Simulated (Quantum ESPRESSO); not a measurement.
CaF2 (Fluorite):

```
CELL_PARAMETERS angstrom
0.00000 2.73100 2.73100
2.73100 0.00000 2.73100
2.73100 2.73100 0.00000
ATOMIC_POSITIONS crystal
Ca 0.00000 0.00000 0.00000
F 0.75000 0.75000 0.75000
F 0.25000 0.25000 0.25000
```

Base run:

```yaml
Program: Quantum ESPRESSO 7.5
Functional: LDA
Potentials_or_basis: PseudoDojo 0.4.1 SR LDA standard
Cutoff: 1143 eV
Density_cutoff: 4572 eV
k_mesh: 8 × 8 × 8
Occupations: fermi-dirac, width 0.05 eV
Spin: no spin polarisation
```

Its results: band gap on the k mesh 6.95 eV, indirect (least direct gap 7.21 eV); pressure -6.7 GPa.

Task: The run is repeated on the same cell with these changes: functional from LDA to PBEsol; potentials or basis from PseudoDojo 0.4.1 SR LDA standard to PseudoDojo 0.4.1 SR PBEsol standard. What comes out?

Result: Band gap on the k mesh 7.14 eV, indirect (least direct gap 7.40 eV); pressure -2.2 GPa.
